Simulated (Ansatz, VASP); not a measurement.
This is a calculation of SiC (Moissanite 3C) for Ansatz 0.2.0.

The input input.yaml:

```yaml
crystal:
  lattice:
    - [0.0, 2.1643753983, 2.1643753983]
    - [2.1643753983, 0.0, 2.1643753983]
    - [2.1643753983, 2.1643753983, 0.0]
  atoms:
    - { symbol: Si, position: [0.0, 0.0, 0.0] }
    - { symbol: C, position: [0.75, 0.75, 0.75] }
hamiltonian:
  xc: pbe
  pseudopotentials: { kind: paw }
kpoints:
  mp_grid: { grid: [10, 10, 10] }
scf:
  occupations: { method: fermi_dirac, width: 0.05 }
output:
  forces: true
  stress: true
  eigenvalues: true
```

Potentials or basis: Ansatz PAW.

Command:

```sh
$ ansatz run input.yaml --threads 1 --pin off --max-ram 3584MiB --backend cpu --events-out ev --progress --plain --runs-dir out
```

**Question.** Set up the same calculation for VASP 6.6.1. Potentials there: VASP PAW PBE potentials, release 64 (Si, C).

**Answer.** As run (the cutoff follows the program's own potentials):

Contents of INCAR:

```
SYSTEM = SiC
PREC = Accurate
ENCUT = 520
EDIFF = 1E-7
ISMEAR = -1
SIGMA = 0.05
LREAL = .FALSE.
LASPH = .TRUE.
NELM = 100
ALGO = Normal
ISIF = 2
LWAVE = .FALSE.
LCHARG = .FALSE.
GGA = PE
NBANDS = 11
```

The input KPOINTS:

```
Automatic mesh
0
G
  10 10 10
  0 0 0
```

POSCAR

```
SiC
1.0
    0.0000000000      2.1643753983      2.1643753983
    2.1643753983      0.0000000000      2.1643753983
    2.1643753983      2.1643753983      0.0000000000
Si C
1 1
Direct
    0.0000000000      0.0000000000      0.0000000000
    0.7500000000      0.7500000000      0.7500000000
```

Potentials or basis: VASP PAW PBE potentials, release 64 (Si, C).

Launch:

```bash
$ cat potpaw_PBE.64/Si/POTCAR potpaw_PBE.64/C/POTCAR > POTCAR
$ mpirun -np 1 vasp_std > vasp.out
```

Both were run:

|  | VASP | Ansatz | Ansatz less VASP |
| --- | --- | --- | --- |
| gap on the k mesh at the Fermi level (eV) | 1.34 | 1.34 | +0.003 |
| least direct gap on the mesh (eV) | 4.56 | 4.57 | +0.004 |
| pressure (GPa) | 7.9 | 8.0 | +0.07 |

With one functional, cell and mesh, what is left measures potentials, basis and numerics.

A k mesh can miss the band edges.
